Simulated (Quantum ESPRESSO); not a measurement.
## Dielectric function and optical constants of GaP

Aim: the dielectric function of GaP, and the optical constants that follow from it.

Calculated with Quantum ESPRESSO 7.5; DFT, PBE, plane waves with norm-conserving potentials (PseudoDojo), scalar-relativistic, independent-particle optical response without local fields and without the non-local commutator.

This account leaves out most program logs.

## 1. Starting point

The structure is cubic, space group F-43m (No. 216). The conventional cell has a = 5.451 Å, b = 5.451 Å, c = 5.451 Å, α = 90.00°, β = 90.00°, γ = 90.00°. Nearest to Ga lie 4 P at 2.36 Å. Nearest to P lie 4 Ga at 2.36 Å. Farther neighbours are not listed.

## 2. Ground state

The self-consistent density comes first; it also tells whether there is a gap, which decides the occupations and the need for a Drude term.

This step: DFT, PBE, plane waves with norm-conserving potentials (PseudoDojo), scalar-relativistic, ground state (Quantum ESPRESSO 7.5).

The input, scf.in:

```
&control
  calculation = 'scf'
  prefix = 'x'
  outdir = './tmp'
  pseudo_dir = './'
  verbosity = 'high'
/
&system
  ibrav = 0
  nat = 2
  ntyp = 2
  ecutwfc = 90
  occupations = 'smearing'
  smearing = 'fd'
  degauss = 0.003675
  nbnd = 13
/
&electrons
  conv_thr = 1e-09
  electron_maxstep = 100
/
ATOMIC_SPECIES
  Ga 1.0 Ga.upf
  P 1.0 P.upf
CELL_PARAMETERS angstrom
  0.000000000000 2.725250000000 2.725250000000
  2.725250000000 0.000000000000 2.725250000000
  2.725250000000 2.725250000000 0.000000000000
ATOMIC_POSITIONS crystal
  Ga 0.000000000000 0.000000000000 0.000000000000
  P 0.750000000000 0.750000000000 0.750000000000
K_POINTS automatic
  7 7 7 0 0 0
```

Command:

```bash
mpirun -n 4 pw.x -nk 4 -in scf.in
```

Elapsed: 4.6 s, on 4 MPI ranks of Arm Neoverse V2, shared host; peak memory 0.07 GiB.

Read-outs, printed or worked out from the files:

| Item | Value |
| --- | --- |
| total energy | -166.9 Ry |
| gap on the k-mesh | 1.593 eV |
| direct gap on the mesh | 1.818 eV |

There is a gap, 1.59 eV on this mesh (points off the mesh can give less), so no carriers' term is needed.

## 3. Ground state with the final occupations

The ground state once more, with the occupations that the first run showed to fit.

scf.in, as its differences from that of step 2:

```diff
@@ -12,6 +12,3 @@
   ecutwfc = 90
-  occupations = 'smearing'
-  smearing = 'fd'
-  degauss = 0.003675
-  nbnd = 13
+  occupations = 'fixed'
 /
```

Command:

```bash
mpirun -n 4 pw.x -nk 4 -in scf.in
```

Run time: 4.7 s. Hardware: 4 MPI ranks; peak memory 0.07 GiB.

## 4. Bands on the whole mesh, 11×11×11

At the fixed density, many empty bands are solved on the mesh of the response, since the spectrum sums over them.

This step: DFT, PBE, plane waves with norm-conserving potentials (PseudoDojo), scalar-relativistic, bands at fixed density (Quantum ESPRESSO 7.5).

nscf.in, as its differences from scf.in of step 3:

```diff
@@ -1,3 +1,3 @@
 &control
-  calculation = 'scf'
+  calculation = 'nscf'
   prefix = 'x'
@@ -5,3 +5,2 @@
   pseudo_dir = './'
-  verbosity = 'high'
 /
@@ -13,2 +12,5 @@
   occupations = 'fixed'
+  nbnd = 27
+  nosym = .true.
+  noinv = .true.
 /
@@ -17,2 +19,3 @@
   electron_maxstep = 100
+  diago_full_acc = .true.
 /
@@ -29,2 +32,2 @@
 K_POINTS automatic
-  7 7 7 0 0 0
+  11 11 11 0 0 0
```

Command:

```bash
mpirun -n 4 pw.x -nk 4 -in nscf.in
```

Elapsed: 7.1 min, on 4 MPI ranks; peak memory 0.06 GiB.

## 5. Dielectric function

The spectrum is a sum over vertical transitions between filled and empty bands at the fixed density, so many empty bands are needed.

This step: DFT, PBE, plane waves with norm-conserving potentials (PseudoDojo), scalar-relativistic, independent-particle optical response without local fields and without the non-local commutator (Quantum ESPRESSO 7.5).

The input, epsilon.in:

```
&inputpp
  prefix = 'x'
  outdir = './tmp'
  calculation = 'eps'
/
&energy_grid
  smeartype = 'gauss'
  intersmear = 0.4
  wmin = 0.0
  wmax = 22
  nw = 500
/
```

Command:

```bash
mpirun -n 4 epsilon.x -nk 4 -in epsilon.in
```

The job ended after 2 s (4 MPI ranks; peak memory 0.05 GiB; 7.6 s of CPU time).

This step gave:

| Item | Value |
| --- | --- |
| electronic dielectric constant ε∞, mean over x, y and z (by symmetry where fewer were run) | 11.08 |
| main peak of Im epsilon, first axis | 4.393 eV |
| centre of weight of the strongest loss peak in the window | 17.04 eV |

Some rows of epsi_x.dat:

```text
# energy grid [eV]     epsi_x  epsi_y  epsi_z
#
    0.176352705    0.045612256    0.045612256    0.045612256
    1.234468938    0.458527049    0.458527047    0.458527048
    2.292585170    2.953569264    2.953569259    2.953569262
    3.350701403   10.616268013   10.616268006   10.616268011
    4.408817635   26.817864322   26.817864314   26.817864320
    5.466933868   14.350940577   14.350940567   14.350940574
    6.525050100    6.450497565    6.450497552    6.450497561
    7.583166333    3.680630740    3.680630724    3.680630734
    8.641282565    2.496078300    2.496078280    2.496078293
    9.699398798    1.859000626    1.859000603    1.859000618
   10.757515030    1.361126657    1.361126630    1.361126648
   11.815631263    0.884540669    0.884540636    0.884540657
   12.873747495    0.647069828    0.647069789    0.647069813
   13.931863727    0.410054270    0.410054224    0.410054252
   14.989979960    0.410205548    0.410205492    0.410205526
   16.048096192    0.289075779    0.289075710    0.289075751
   17.106212425    0.296576961    0.296576877    0.296576926
   18.164328657    0.255473907    0.255473801    0.255473861
   19.222444890    0.244676860    0.244676725    0.244676800
   20.280561122    0.250286294    0.250286117    0.250286214
   21.338677355    0.200138654    0.200138414    0.200138543
```

The Im ε, any direction has structure finer than the step of the table below, so its rows give means over 0.5 eV, whole bins alone (the curve runs from 0 to 22 eV). Peaks (eV: height): 4.41: 26.8, 5.25: 18.0.

Values under the direct gap are tails of Lorentzian lines. The Im ε, any direction by photon energy; means over each step:

```tsv
photon energy (eV)	Im ε, any direction
0.5	0.137
1.0	0.328
1.5	0.814
2.0	1.76
2.5	5.52
3.0	9.46
3.5	11.9
4.0	17.4
4.5	21.9
5.0	15.3
5.5	14.1
6.0	8.52
6.5	6.42
7.0	5.30
7.5	3.90
8.0	3.09
8.5	2.64
9.0	2.16
9.5	2.13
10.0	1.54
10.5	1.44
11.0	1.05
11.5	0.926
12.0	0.820
12.5	0.664
13.0	0.609
13.5	0.521
14.0	0.415
14.5	0.403
15.0	0.394
15.5	0.326
16.0	0.293
16.5	0.293
17.0	0.292
17.5	0.340
18.0	0.282
18.5	0.264
19.0	0.246
19.5	0.248
20.0	0.242
20.5	0.228
21.0	0.187
21.5	0.184
```

Re ε, any direction against photon energy:

photon energy (eV), Re ε, any direction and a bar from the least value:
```
      0.0       11.1 ######################
      0.5       11.2 #######################
      1.0       11.8 #######################
      1.5       12.9 #########################
      2.0       14.3 ##########################
      2.5       17.2 ##############################
      3.0       13.9 ##########################
      3.5       14.8 ###########################
      4.0       14.1 ##########################
      4.5       -2.3 ######
      5.0        1.1 ##########
      5.5       -6.2 #
      6.0       -6.8 
      6.5       -4.5 ###
      7.0       -4.3 ###
      7.5       -4.1 ###
      8.0       -3.0 #####
      8.5       -2.9 #####
      9.0       -2.3 ######
      9.5       -2.3 ######
     10.0       -2.0 ######
     10.5       -1.7 ######
     11.0       -1.7 ######
     11.5       -1.2 #######
     12.0       -1.1 #######
     12.5       -0.9 #######
     13.0       -0.8 ########
     13.5       -0.6 ########
     14.0       -0.5 ########
     14.5       -0.3 ########
     15.0       -0.2 ########
     15.5       -0.2 ########
     16.0       -0.1 ########
     16.5        0.0 #########
     17.0        0.1 #########
     17.5        0.1 #########
     18.0        0.1 #########
     18.5        0.2 #########
     19.0        0.2 #########
     19.5        0.3 #########
     20.0        0.3 #########
     20.5        0.3 #########
     21.0        0.4 #########
     21.5        0.4 #########
     22.0        0.4 #########
```

The loss function −Im 1/ε at q → 0, any direction has structure finer than the step of the table below, so its rows give means over 0.5 eV, whole bins alone (the curve runs from 0 to 22 eV). Peaks (eV: height): 16.71: 3.45, 17.99: 3.17.

Values under the direct gap are tails of Lorentzian lines. Table of loss function −Im 1/ε at q → 0, any direction by energy loss; means over each step:

energy loss (eV), loss function −Im 1/ε at q → 0, any direction and a bar:
```
      0.5       0.00 
      1.0       0.00 
      1.5       0.00 
      2.0       0.01 
      2.5       0.02 
      3.0       0.03 
      3.5       0.03 
      4.0       0.04 
      4.5       0.05 
      5.0       0.07 #
      5.5       0.06 #
      6.0       0.08 #
      6.5       0.10 #
      7.0       0.11 #
      7.5       0.12 #
      8.0       0.16 #
      8.5       0.17 ##
      9.0       0.22 ##
      9.5       0.22 ##
     10.0       0.24 ##
     10.5       0.29 ###
     11.0       0.28 ##
     11.5       0.40 ###
     12.0       0.43 ####
     12.5       0.53 #####
     13.0       0.64 ######
     13.5       0.79 #######
     14.0       1.01 #########
     14.5       1.45 #############
     15.0       1.80 ################
     15.5       2.35 #####################
     16.0       3.20 ############################
     16.5       3.39 ##############################
     17.0       3.06 ###########################
     17.5       2.55 #######################
     18.0       2.94 ##########################
     18.5       2.46 ######################
     19.0       2.14 ###################
     19.5       1.81 ################
     20.0       1.65 ###############
     20.5       1.62 ##############
     21.0       1.20 ###########
     21.5       1.10 ##########
```

Table of refractive index n and extinction k by photon energy:

```tsv
photon energy (eV)	n	k
0.0	3.33	0
0.5	3.35	0.0201
1.0	3.43	0.0466
1.5	3.59	0.104
2.0	3.79	0.214
2.5	4.20	0.632
3.0	3.89	1.13
3.5	4.10	1.42
4.0	4.22	1.91
4.5	3.30	3.63
5.0	2.83	2.62
5.5	2.11	3.27
6.0	1.37	2.95
6.5	1.30	2.50
7.0	1.11	2.35
7.5	0.870	2.20
8.0	0.797	1.92
8.5	0.707	1.83
9.0	0.632	1.63
9.5	0.665	1.65
10.0	0.497	1.51
10.5	0.519	1.41
11.0	0.373	1.35
11.5	0.408	1.17
12.0	0.368	1.12
12.5	0.320	0.999
13.0	0.320	0.936
13.5	0.306	0.841
14.0	0.260	0.752
14.5	0.313	0.656
15.0	0.346	0.595
15.5	0.311	0.521
16.0	0.338	0.429
16.5	0.395	0.377
17.0	0.451	0.316
17.5	0.504	0.338
18.0	0.450	0.298
18.5	0.511	0.259
19.0	0.532	0.226
19.5	0.566	0.217
20.0	0.581	0.202
20.5	0.574	0.205
21.0	0.614	0.148
21.5	0.619	0.148
22.0	0.649	0.123
```

The reflectivity at normal incidence, any direction has structure finer than the step of the table below, so its rows give means over 1 eV, whole bins alone (the curve runs from 0 to 22 eV). Peaks (eV: height): 4.5: 58.4, 6.0: 61.9, 11.0: 59.8.

The reflectivity at normal incidence, any direction by photon energy; means over each step:

photon energy (eV), reflectivity at normal incidence, any direction (%) and a bar from the least value:
```
        1       30.3 ##############
        2       34.7 ################
        3       39.8 ###################
        4       47.7 ########################
        5       52.8 ###########################
        6       58.4 ##############################
        7       56.2 #############################
        8       55.7 ############################
        9       52.2 ##########################
       10       54.0 ###########################
       11       55.4 ############################
       12       52.9 ###########################
       13       50.5 #########################
       14       48.0 ########################
       15       39.4 ###################
       16       31.1 ##############
       17       18.8 #######
       18       15.8 #####
       19       11.2 ##
       20        8.6 #
       21        7.1
```

At chosen wavelengths:

```tsv
wavelength (nm)	n	k	R (%)	1/α
1064	3.47	0.059	30.6	1.4 µm
633	3.76	0.211	33.7	239 nm
532	4.11	0.407	37.4	104 nm
450	4.24	1.135	41.0	32 nm
405	3.94	1.115	38.6	29 nm
365	4.04	1.341	40.6	22 nm
193	1.32	2.508	54.8	6.1 nm
```

Below the direct gap, k and the depth come from the tails of the Lorentzian lines, not from transitions.

Rows near the edge hang on the gap, which this functional as a rule makes too small, and phonon-assisted absorption is left out.

## 6. Results

| Property | Result |
| --- | --- |
| electronic dielectric constant ε∞, mean over x, y and z (by symmetry where fewer were run) (independent particles) | 11.1 |
| main peak of Im epsilon, first axis | 4.39 eV |
| centre of weight of the strongest loss peak in the window, first axis | 17.0 eV |

What this shows: At this level (PBE, independent particles) GaP has ε∞ = 11.1 and n = 3.39 at 1550 nm, and Im ε peaks at 4.4 eV. Distinct maxima of Im ε, read by a parabola through the highest points, lie at 2.82 eV (10), 4.39 eV (27) and 5.24 eV (18). Excitons and phonon-assisted transitions are missing, and so are local fields; PBE gaps are as a rule too small, which pulls the onset down and ε∞ up. epsilon.x leaves out the commutator of the non-local potential, so its intensities are off, as a rule too high. The sum runs over mesh points, so small or evenly spaced maxima can still be ripples of the mesh.

[Machine, clock, banner and «Message from routine» lines are left out of the logs.]

[Logs are printed without paths, hosts, clocks, repeated set-up lines and the standing remarks that a program may print on its own settings, such as how far it seeks lower states.]

[Hosts, paths, dates, database ids (printed as entryN), source tags and the programs' standing remarks are cut or masked in the printed files.]
